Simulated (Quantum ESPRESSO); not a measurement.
# Si2Ni (Fm-3m) in Quantum ESPRESSO: convergence with number of bands

Aim: find how far number of bands must go before the results for Si2Ni settle, at PBE. This setting moves, with any that are tied to it; all else stays.

Program: Quantum ESPRESSO 7.5. These are calculated values, not measurements. Logs are shortened: lines on timing, memory, paths and dates and some standing lists are left out, and cuts for length are marked.

**1. The crystal as given**

Symmetry: Fm-3m, No. 225, cubic system. The conventional cell has a = 5.406 Å, b = 5.406 Å, c = 5.406 Å, α = 90.00°, β = 90.00°, γ = 90.00°. Ni (site symmetry m-3m) has 8 Si at 2.34 Å as nearest neighbours. Si (site symmetry -43m) has 4 Ni at 2.34 Å as nearest neighbours.

**2. With number of bands 19**

pw.in

```
&CONTROL
  calculation = 'scf'
  prefix = 'pwscf'
  outdir = './tmp'
  pseudo_dir = './pseudo'
  tprnfor = .true.
  tstress = .true.
  disk_io = 'nowf'
/
&SYSTEM
  ibrav = 0
  nat = 3
  ntyp = 2
  ecutwfc = 98
  nbnd = 19
  occupations = 'smearing'
  smearing = 'fd'
  degauss = 0.00367493
  nspin = 2
  starting_magnetization(1) = 0.0556
  starting_magnetization(2) = 0
/
&ELECTRONS
  conv_thr = 6d-10
  electron_maxstep = 120
  mixing_beta = 0.3
/
ATOMIC_SPECIES
Ni    58.6934 Ni.upf
Si    28.0850 Si.upf
CELL_PARAMETERS angstrom
   0.0000000000    2.7030000000    2.7030000000
   2.7030000000    0.0000000000    2.7030000000
   2.7030000000    2.7030000000    0.0000000000
ATOMIC_POSITIONS crystal
Ni     0.0000000000    0.0000000000    0.0000000000
Si     0.7500000000    0.7500000000    0.7500000000
Si     0.2500000000    0.2500000000    0.2500000000
K_POINTS automatic
9 9 9 0 0 0
```

Potentials or basis: PseudoDojo 0.5 SR PBE standard.

Started as:

```bash
$ OMP_NUM_THREADS=1 pw.x -in pw.in > pw.out
```

pw.out:

```text
This program is part of the open-source Quantum ESPRESSO suite
     for quantum simulation of materials; please cite
[... 9 lines left out ...]
     --------------------
     sticks:   dense  smooth     PW     G-vecs:    dense   smooth      PW
     Sum        1417    1417    421                35053    35053    5577

     Using Slab Decomposition

     bravais-lattice index     =            0
     lattice parameter (alat)  =       7.2237  a.u.
     unit-cell volume          =     266.5414 (a.u.)^3
     number of atoms/cell      =            3
     number of atomic types    =            2
     number of electrons       =        26.00
     number of Kohn-Sham states=           19
     kinetic-energy cutoff     =      98.0000  Ry
     charge density cutoff     =     392.0000  Ry
     scf convergence threshold =      6.0E-10
     mixing beta               =       0.3000
     number of iterations used =            8  plain     mixing
     Exchange-correlation= PBE
                           (   1   4   3   4   0   0   0)

     celldm(1)=   7.223703  celldm(2)=   0.000000  celldm(3)=   0.000000
     celldm(4)=   0.000000  celldm(5)=   0.000000  celldm(6)=   0.000000

     crystal axes: (cart. coord. in units of alat)
               a(1) = (   0.000000   0.707107   0.707107 )
               a(2) = (   0.707107   0.000000   0.707107 )
               a(3) = (   0.707107   0.707107   0.000000 )

     reciprocal axes: (cart. coord. in units 2 pi/alat)
               b(1) = ( -0.707107  0.707107  0.707107 )
               b(2) = (  0.707107 -0.707107  0.707107 )
               b(3) = (  0.707107  0.707107 -0.707107 )

     PseudoPot. # 1 for Ni read from file:
     Ni.upf
     Pseudo is Norm-conserving + core correction, Zval = 18.0
     Generated using ONCVPSP code by D. R. Hamann
     Using radial grid of 1372 points,  6 beta functions with:
                l(1) =   0
                l(2) =   0
                l(3) =   1
                l(4) =   1
                l(5) =   2
                l(6) =   2

     PseudoPot. # 2 for Si read from file:
     Si.upf
     Pseudo is Norm-conserving + core correction, Zval =  4.0
     Generated using ONCVPSP code by D. R. Hamann
     Using radial grid of 1510 points,  6 beta functions with:
                l(1) =   0
                l(2) =   0
                l(3) =   1
                l(4) =   1
                l(5) =   2
                l(6) =   2

     atomic species   valence    mass     pseudopotential
     Ni               18.00    58.69340     Ni( 1.00)
     Si                4.00    28.08500     Si( 1.00)

     Starting magnetic structure
     atomic species   magnetization
     Ni              0.056
     Si              0.000

     48 Sym. Ops., with inversion, found

   Cartesian axes

     site n.     atom                  positions (alat units)
         1        Ni     tau(   1) = (   0.0000000   0.0000000   0.0000000  )
         2        Si     tau(   2) = (   1.0606602   1.0606602   1.0606602  )
         3        Si     tau(   3) = (   0.3535534   0.3535534   0.3535534  )

     number of k points=    35  Fermi-Dirac smearing, width (Ry)=  0.0037
                       cart. coord. in units 2pi/alat
        k(    1) = (   0.0000000   0.0000000   0.0000000), wk =   0.0013717
        k(    2) = (   0.0785674   0.0785674  -0.0785674), wk =   0.0109739
        k(    3) = (   0.1571348   0.1571348  -0.1571348), wk =   0.0109739
        k(    4) = (   0.2357023   0.2357023  -0.2357023), wk =   0.0109739
        k(    5) = (   0.3142697   0.3142697  -0.3142697), wk =   0.0109739
        k(    6) = (   0.1571348   0.0000000  -0.0000000), wk =   0.0082305
[... 27 lines left out ...]
        k(   34) = (  -0.0000000  -0.4714045   0.6285394), wk =   0.0329218
        k(   35) = (  -0.0785674  -0.3928371   0.7071068), wk =   0.0329218

     Dense  grid:    35053 G-vectors     FFT dimensions: (  45,  45,  45)

     Generating pointlists ...
     new r_m :   0.2526 (alat units)  1.8247 (a.u.) for type    1
     new r_m :   0.2526 (alat units)  1.8247 (a.u.) for type    2

     Initial potential from superposition of free atoms

     starting charge      25.9986, renormalised to      26.0000
     Starting wfcs are   18 randomized atomic wfcs +    1 random wfcs

     Self-consistent Calculation

     iteration #  1     ecut=    98.00 Ry     beta= 0.30
     Davidson diagonalization with overlap
     ethr =  1.00E-02,  avg # of iterations =  4.6

     total energy              =    -352.49773056 Ry
     estimated scf accuracy    <       0.34306083 Ry
[... 134 lines left out ...]
     iteration # 15     ecut=    98.00 Ry     beta= 0.30
     Davidson diagonalization with overlap
     ethr =  1.14E-11,  avg # of iterations =  2.3

     Magnetic moment per site  (integrated on atomic sphere of radius R)
     atom   1 (R=0.253)  charge= 16.5838  magn=  0.0000
     atom   2 (R=0.253)  charge=  1.7638  magn=  0.0000
     atom   3 (R=0.253)  charge=  1.7638  magn=  0.0000

     End of self-consistent calculation

 ------ SPIN UP ------------

          k = 0.0000 0.0000 0.0000 (  4381 PWs)   bands (ev):

   -91.2504 -51.6379 -51.6379 -51.6379  -0.4690   8.1903   8.1903   8.1903
     9.9171   9.9171  13.0865  15.1179  15.1179  15.1179  15.6617  15.6617
    15.6617  18.1146  18.1146

          k = 0.0786 0.0786-0.0786 (  4381 PWs)   bands (ev):
[... 175 lines left out ...]
   -91.2503 -51.6387 -51.6385 -51.6382   3.7122   4.1614   6.8624   7.8585
     9.2752   9.6730  10.0372  10.4877  11.1336  14.5138  16.1566  18.8495
    19.4698  19.8988  21.0975

          k = 0.0000-0.3143 0.4714 (  4364 PWs)   bands (ev):

   -91.2503 -51.6387 -51.6385 -51.6382   2.5570   5.0796   7.1469   8.3389
     9.2012   9.5621  10.3212  10.3891  11.5421  15.0123  15.4270  18.2226
    18.8304  20.9258  21.0234

          k =-0.0786-0.5500 0.7071 (  4356 PWs)   bands (ev):
[... 13 lines left out ...]
   -91.2503 -51.6387 -51.6386 -51.6383   3.9127   4.7154   6.6075   6.8564
     9.5055   9.6815   9.9434  10.2957  11.0239  15.1271  15.9489  17.7424
    19.4189  21.3876  22.2094

 ------ SPIN DOWN ----------

          k = 0.0000 0.0000 0.0000 (  4381 PWs)   bands (ev):

   -91.2503 -51.6379 -51.6379 -51.6379  -0.4690   8.1903   8.1903   8.1903
     9.9171   9.9171  13.0866  15.1179  15.1179  15.1179  15.6617  15.6617
    15.6617  18.1146  18.1146

          k = 0.0786 0.0786-0.0786 (  4381 PWs)   bands (ev):
[... 175 lines left out ...]
   -91.2503 -51.6387 -51.6385 -51.6382   3.7122   4.1614   6.8624   7.8586
     9.2752   9.6730  10.0372  10.4877  11.1336  14.5138  16.1566  18.8495
    19.4698  19.8988  21.0976

          k = 0.0000-0.3143 0.4714 (  4364 PWs)   bands (ev):

   -91.2503 -51.6387 -51.6384 -51.6382   2.5570   5.0796   7.1469   8.3389
     9.2012   9.5621  10.3212  10.3891  11.5421  15.0123  15.4271  18.2226
    18.8305  20.9258  21.0234

          k =-0.0786-0.5500 0.7071 (  4356 PWs)   bands (ev):
[... 13 lines left out ...]
   -91.2503 -51.6387 -51.6386 -51.6383   3.9127   4.7154   6.6075   6.8564
     9.5055   9.6815   9.9435  10.2957  11.0239  15.1271  15.9489  17.7424
    19.4189  21.3876  22.2094

     the Fermi energy is    13.4263 ev

!    total energy              =    -352.58311768 Ry
     estimated scf accuracy    <          4.9E-11 Ry
     smearing contrib. (-TS)   =      -0.00055627 Ry
     internal energy E=F+TS    =    -352.58256140 Ry

     The total energy is F=E-TS. E is the sum of the following terms:
     one-electron contribution =    -261.15840724 Ry
     hartree contribution      =     143.62918220 Ry
     xc contribution           =     -49.25987247 Ry
     ewald contribution        =    -185.79346389 Ry

     total magnetization       =     0.00 Bohr mag/cell
     absolute magnetization    =     0.00 Bohr mag/cell

     convergence has been achieved in  15 iterations

     Forces acting on atoms (cartesian axes, Ry/au):

     atom    1 type  1   force =     0.00000000   -0.00000000    0.00000000
     atom    2 type  2   force =     0.00000000   -0.00000000    0.00000000
     atom    3 type  2   force =    -0.00000000    0.00000000   -0.00000000

     Total force =     0.000000     Total SCF correction =     0.000000

     Computing stress (Cartesian axis) and pressure

          total   stress  (Ry/bohr**3)                   (kbar)     P=       38.89
   0.00026434   0.00000000   0.00000000           38.89        0.00        0.00
   0.00000000   0.00026434   0.00000000            0.00       38.89        0.00
   0.00000000   0.00000000   0.00026434            0.00        0.00       38.89

=------------------------------------------------------------------------------=
   JOB DONE.
=------------------------------------------------------------------------------=
```

Run time: 68 s. Hardware: 1 thread of Intel Xeon 6975P-C (Granite Rapids), shared host; peak memory 0.17 GiB.

What came out:

```yaml
Free_energy: -4797.1377 eV
Pressure: 3.9 GPa
Band_gap_on_the_k_mesh: none (metal or under the smearing width)
Net_moment: 0.00 μB per cell
Absolute_moment: 0.00 μB per cell
Valence_electrons_inside_the_program's_atomic_spheres: Ni 16.58; Si 1.76
```

**3. With number of bands 20**

pw.in: that of step 2 with these lines changed.

```diff
@@ -14,3 +14,3 @@
   ecutwfc = 98
-  nbnd = 19
+  nbnd = 20
   occupations = 'smearing'
```

Potentials or basis: PseudoDojo 0.5 SR PBE standard.

Started as:

```bash
$ OMP_NUM_THREADS=1 pw.x -in pw.in > pw.out
```

Run time: 73 s. Hardware: 1 thread of Intel Xeon 6975P-C (Granite Rapids), shared host; peak memory 0.18 GiB.

What came out:

```yaml
Free_energy: -4797.1377 eV
Pressure: 3.9 GPa
Band_gap_on_the_k_mesh: none (metal or under the smearing width)
Net_moment: 0.00 μB per cell
Absolute_moment: 0.00 μB per cell
Valence_electrons_inside_the_program's_atomic_spheres: Ni 16.58; Si 1.76
```

**4. With number of bands 21**

pw.in: that of step 3 with these lines changed.

```diff
@@ -14,3 +14,3 @@
   ecutwfc = 98
-  nbnd = 20
+  nbnd = 21
   occupations = 'smearing'
```

Started as:

```bash
$ OMP_NUM_THREADS=1 pw.x -in pw.in > pw.out
```

Run time: 72 s. Hardware: 1 thread of Intel Xeon 6975P-C (Granite Rapids), shared host; peak memory 0.18 GiB.

What came out:

| Quantity | Value |
| --- | --- |
| Free energy | -4797.1377 eV |
| Pressure | 3.9 GPa |
| Band gap on the k mesh | none (metal or under the smearing width) |
| Net moment | 0.00 μB per cell |
| Absolute moment | 0.00 μB per cell |
| Valence electrons inside the program's atomic spheres | Ni 16.58; Si 1.76 |

**5. With number of bands 23**

pw.in: that of step 4 with these lines changed.

```diff
@@ -14,3 +14,3 @@
   ecutwfc = 98
-  nbnd = 21
+  nbnd = 23
   occupations = 'smearing'
```

Started as:

```bash
$ OMP_NUM_THREADS=1 pw.x -in pw.in > pw.out
```

Wall time 77 s (1 thread of Intel Xeon 6975P-C (Granite Rapids), shared host); peak memory 0.19 GiB.

The run converged. Its results:

```
Free energy                                           : -4797.1377 eV
Pressure                                              : 3.9 GPa
Band gap on the k mesh                                : none (metal or under the smearing width)
Net moment                                            : 0.00 μB per cell
Absolute moment                                       : 0.00 μB per cell
Valence electrons inside the program's atomic spheres : Ni 16.58; Si 1.76
```

**6. With number of bands 27**

pw.in: that of step 5 with these lines changed.

```diff
@@ -14,3 +14,3 @@
   ecutwfc = 98
-  nbnd = 23
+  nbnd = 27
   occupations = 'smearing'
```

Potentials or basis: PseudoDojo 0.5 SR PBE standard.

Started as:

```bash
$ OMP_NUM_THREADS=1 pw.x -in pw.in > pw.out
```

Wall time 1.7 min (1 thread of Intel Xeon 6975P-C (Granite Rapids), shared host); peak memory 0.21 GiB.

It converged, with:

- Free energy: -4797.1377 eV
- Pressure: 3.9 GPa
- Band gap on the k mesh: none (metal or under the smearing width)
- Net moment: 0.00 μB per cell
- Absolute moment: 0.00 μB per cell
- Valence electrons inside the program's atomic spheres: Ni 16.58; Si 1.76

**7. With number of bands 35**

pw.in: that of step 6 with these lines changed.

```diff
@@ -14,3 +14,3 @@
   ecutwfc = 98
-  nbnd = 27
+  nbnd = 35
   occupations = 'smearing'
```

Started as:

```bash
$ OMP_NUM_THREADS=1 pw.x -in pw.in > pw.out
```

Run time: 1.8 min. Hardware: 1 thread of Intel Xeon 6975P-C (Granite Rapids), shared host; peak memory 0.25 GiB.

Results (log left out):

| Quantity | Value |
| --- | --- |
| Free energy | -4797.1377 eV |
| Pressure | 3.9 GPa |
| Band gap on the k mesh | none (metal or under the smearing width) |
| Net moment | 0.00 μB per cell |
| Absolute moment | 0.00 μB per cell |
| Valence electrons inside the program's atomic spheres | Ni 16.58; Si 1.76 |

**8. Result**

| number of bands | energy less the tightest run, at zero smearing (meV/atom) | SCF cycles | CPU time (s) | peak memory (GiB) |
| --- | --- | --- | --- | --- |
| 19 | 0.00 | 15 | 68 | 0.17 |
| 20 | 0.00 | 15 | 73 | 0.18 |
| 21 | 0.00 | 14 | 72 | 0.18 |
| 23 | 0.00 | 13 | 77 | 0.19 |
| 27 | 0.00 | 16 | 100 | 0.21 |
| 35 | 0.00 | 13 | 110 | 0.25 |

Against the tightest run, the energy stays within 1 meV/atom from 19 on. The tightest run that finished is the yardstick and may itself not be fully converged.
